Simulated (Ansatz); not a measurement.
## Al2P3: balancing the decomposition

Method: DFT PBE, scalar-relativistic, plane waves, PAW in Ansatz. Settings: cutoff 420 eV, Γ-centred meshes spaced at most about 0.3 Å⁻¹, and about 0.25 Å⁻¹ or finer for metals (2π included), Gaussian smearing. No spin polarisation.

Formation energies are uncorrected and refer to the elements' standard structures at the same level. The references include black phosphorus.

All energies are static (0 K, no zero-point motion). The reference form of P is held partly by dispersion forces, which this level lacks.

A trial structure of Al2P3 (reached from: a relaxed cell, shaken at random and relaxed again; relaxed: space group Pmmn (No. 59), a = 3.418 Å, b = 6.387 Å, c = 7.907 Å) has a formation energy of -0.189 eV/atom. It holds P–P pairs (shortest 2.13 Å). At its composition the lowest mixture among the elements and 1 reference phase computed alike (others may be missing) consists of these:

```
      phase             source  ΔE_f (eV/atom)
  P (solid)            element          -0.001
AlP (F-43m)  Materials Project          -0.633
```

The lowest database cell of P (-0.001) lies slightly below the reference, hence the non-zero entry.

Q: Write the balanced decomposition and find its energy per atom, per formula unit and per mole of formula units.

A: Balancing Al and P gives Al2P3 → P + 2 AlP. The left side holds 5 atoms, and the products take 1/5 (P) and 4/5 (AlP) of them. The mixture therefore lies at 1/5 × (-0.001) + 4/5 × (-0.633) = -0.507 eV/atom. The reaction energy is -0.507 − (-0.189) = -0.318 eV/atom. Times 5 atoms that is -1.590 eV per Al2P3, and times 96.485 it is -153 kJ per mole of Al2P3. Decomposition is downhill, so the trial structure is unstable against this mixture.
